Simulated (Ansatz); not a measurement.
TiAl3 under pressure: fit and missing row

TiAl3, I4/mmm, a = 3.845 Å, c = 8.623 Å. Ansatz: PBE, PAW, 420 eV, Γ-centred 16×16×16 mesh on 4 atoms, Gaussian smearing 0.10 eV; no spin polarisation. Cell and atoms are relaxed at each pressure, and no other structure is tried, so the rows at high pressure may lie past a change of phase.

```
V (Å³/atom) P (GPa)
          ?    89.95
     12.117    49.98
     13.464    25.00
     14.507    12.01
     15.385     3.99
     15.791     0.98
     15.938    -0.01
     16.093    -1.02
```

Q: Take V0 = 15.938 Å³/atom, count pressures from its P0 = -0.01 GPa, fit the third-order Birch–Murnaghan form to the other rows, and predict the missing volume.

A: With the Eulerian strain f = ½[(V0/V)^(2/3) − 1] and y = (P − P0)/[3f(1 + 2f)^(5/2)], the form is the line y = B0 + 1.5 B0 (B0′ − 4) f. Rows (f, y): 0.10025, 105.3; 0.05951, 105.8; 0.03236, 105.8; 0.01191, 105.6; 0.00310, 104.8; -0.00322, 106.3. Means f = 0.03399, y = 105.60; Σ(Δf)² = 0.007871, ΣΔfΔy = -0.01643; the slope is their ratio. y = 105.7 − 2.088 f GPa, so B0 = 105.7 GPa and B0′ = 4 + 2 × (-2.088)/(3 × 105.7) = 3.99. P = 89.95 GPa is met at f = 0.14851 (y = 105.39), so V = V0 (1 + 2f)^(−3/2) = 10.790 Å³/atom. The run gave 10.763 Å³/atom, so the fit is 0.027 Å³/atom too high, 0.51 % of the span of the series, against an rms of 0.002 Å³/atom on the fitted rows. The row lies outside the fitted range. The points of y bend away from a line: a fourth-order term fitted to them gives P = 90.33 GPa at this row's volume (the line 90.98, the run 89.95). Also, this row ran on the mesh 18×18×18, its neighbour on 16×16×16, which can shift it a little.

The mesh isn't the same in all rows (16×16×16, 18×18×18).

The fitted B0′ of 3.99 means that the energy of TiAl3 is almost purely quadratic in Eulerian strain, so a second-order form would do nearly as well over the fitted range. The rise of the bulk modulus with pressure is the usual effect of shorter bonds and growing kinetic and overlap repulsion. A B0 of 105.7 GPa is well above that of elemental aluminium, although most of the atoms are Al; the likely reason is directional hybridisation between Ti d and Al p states.

The scatter of y near zero strain has little physical meaning, since small errors in pressure are divided by a very small f. Any real curvature must therefore come from the strongly compressed rows. There the computed crystal is slightly softer than the line predicts, which may reflect gradual transfer of sp electrons into Ti d states, or overlap of the PAW spheres. Volumes alone don't show how the compression is shared between a and c.
